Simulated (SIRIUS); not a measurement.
**Si2Mo in SIRIUS: the effect of functional**

The system is Si2Mo.

```
Mo Si
1.0
    -1.60000    1.60000    3.93050
     1.60000   -1.60000    3.93050
     1.60000    1.60000   -3.93050
Mo Si
1 2
Direct
  0.00000 0.00000 0.00000
  0.66700 0.66700 0.00000
  0.33300 0.33300 0.00000
```

Alike in all runs:

| Item | Value |
| --- | --- |
| Task | single point |
| Potentials or basis | PseudoDojo 0.4.1 PBE standard (scalar relativistic) |
| Cutoff | 1102 eV |
| Density cutoff | 4408 eV |
| k mesh | 6 × 6 × 6 |
| Occupations | fermi-dirac, width 0.05 eV |
| Spin | no spin polarisation |

One run gave: pressure -3.5 GPa; largest force 0.29 eV/Å. Which functional did it use?
A. PBEsol
B. LDA
C. PW91
D. AM05
E. WC

D.

```tsv
functional	program	pressure (GPa)	largest force (eV/Å)
LDA	SIRIUS 7.12.0	-2.9	0.36
PBE	SIRIUS 7.10.0	2.2	0.26
PBEsol	SIRIUS 7.12.0	-1.8	0.31
RPBE	SIRIUS 7.10.0	3.6	0.23
revPBE	SIRIUS 7.10.0	3.2	0.24
BLYP	SIRIUS 7.10.0	12.4	0.30
PW91	SIRIUS 7.10.0	3.5	0.28
AM05	SIRIUS 7.10.0	-3.5	0.29
LDA-VWN	SIRIUS 7.10.0	-3.1	0.36
WC	SIRIUS 7.10.0	-0.5	0.31
BPBE	SIRIUS 7.10.0	3.0	0.28
```

Caveats: all runs use coarse meshes; the potentials were made for another functional, which shifts forces and pressure (some runs).

Not every run made on this cell is shown here.
